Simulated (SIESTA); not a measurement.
BN under changes of volume

One of the cells (5.969 Å³/atom); the others are scaled copies at fixed shape and fractional positions:

```
N B
1.0
     2.55394    0.00000    0.00000
    -1.27697    2.21178    0.00000
     0.00000    0.00000    4.22685
N B
2 2
Cartesian
  0.0000 1.4745 0.5295
  1.2770 0.7373 2.6430
  0.0000 1.4745 2.1123
  1.2770 0.7373 4.2257
```

Measurements of this composition are mostly on another form, of space group No. 194.

* Program: SIESTA 5.4.2
* Functional: LDA
* Potentials or basis: PseudoDojo 0.4 standard (LDA files)
* Basis: DZP (energy shift 0.003 Ry)
* Grid cutoff: 800 Ry
* Energy shift: 0.003 Ry
* k mesh: 12 × 12 × 6
* Occupations: fermi-dirac, width 0.05 eV
* Spin: no spin polarisation

```tsv
volume (Å³/atom)	energy over the lowest point (meV/atom)	pressure (GPa)	gap on the mesh (eV)	largest force (eV/Å)
5.611	?	?	?	?
5.730	0.92	5.5	5.04	0.037
5.850	0.00	-2.9	5.06	0.022
5.969	5.06	-10.6	5.09	0.007
6.088	15.56	-17.5	5.11	0.008
6.208	31.03	-23.9	5.14	0.022
6.327	51.00	-29.6	5.16	0.036
```

Question: What does the run at 5.611 Å³/atom give?

Answer: Energy over the lowest point 8.40 meV/atom; pressure 14.8 GPa; gap on the mesh 5.00 eV; largest force 0.053 eV/Å.

Worked out: A Birch-Murnaghan fit of order 3 (a polynomial in V^(-2/3)) to the other rows has its minimum at 5.81 Å³/atom with B0 = V·E''(V) = 402 GPa and B' = 3.5 at fixed shape and positions, which overstates the stiffness. It gives 8.34 meV/atom at 5.611 Å³/atom, against the run's 8.40, and -dE/dV = 14.7 GPa, against 14.8. A straight line through the other rows of the gap, of slope 1.24 eV per unit of ln V, extrapolates to 5.01 eV, against the run's 5.00.

Energies are extrapolated to zero smearing.

Caveats: the basis of atomic orbitals isn't converged, which shifts pressures, moduli and gaps.

A mesh can miss the band edges.
